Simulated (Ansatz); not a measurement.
Ge:

```
Ge
1.0
     1.48805   -2.59469    0.00000
     1.48805    2.59469    0.00000
     0.00000    0.00000    4.72760
Ge
2
Direct
  0.33345 0.66655 0.25000
  0.66655 0.33345 0.75000
```

This isn't the form of Ge at room conditions, which is diamond.

```yaml
Program: Ansatz 0.2.0
Task: relaxation of cell and atoms
Functional: HSEsol
Potentials_or_basis: Ansatz PAW
Cutoff: "420 eV (not typed: the program's choice for these potentials)"
k_mesh: 5 × 5 × 3
Occupations: fermi-dirac, width 0.05 eV
Spin: no spin polarisation
```

At the start: volume 18.25 Å³/atom.

Question: Where does the relaxation end?

Answer: It ends after 5 steps and the volume is 18.18 Å³/atom (-0.4 %); space group P6_3/mmc (No. 194, to 0.05 Å).

The path:
```
step  energy change (eV)  largest force (eV/Å)  volume (Å³)
   1              0.0000                0.0053        36.51
   2             -0.0249                0.0079        36.60
   3             -0.0253                0.0057        36.48
   4             -0.0255                0.0028        36.36
   5             -0.0255                0.0028        36.36
```

Final structure:
```cif
data_structure
_symmetry_space_group_name_H-M 'P 1'
_symmetry_Int_Tables_number 1
_cell_length_a 2.9488
_cell_length_b 2.9488
_cell_length_c 4.8306
_cell_angle_alpha 90.000
_cell_angle_beta 90.000
_cell_angle_gamma 120.032
_cell_volume 36.36
loop_
_atom_site_label
_atom_site_type_symbol
_atom_site_fract_x
_atom_site_fract_y
_atom_site_fract_z
_atom_site_occupancy
Ge1 Ge 0.33367 0.66633 0.25000 1
Ge2 Ge 0.66633 0.33367 0.75000 1
```

Caveat: the k mesh is coarse (spacing up to 0.49 Å⁻¹), so the values aren't converged, least of all with exact exchange; the plane-wave basis is chosen anew once the cell has moved, so the energies of steps on either side of that aren't comparable; the PAW data sets come from PBE, with cores solved anew for the run's functional, which leaves a small shift of forces and pressure.
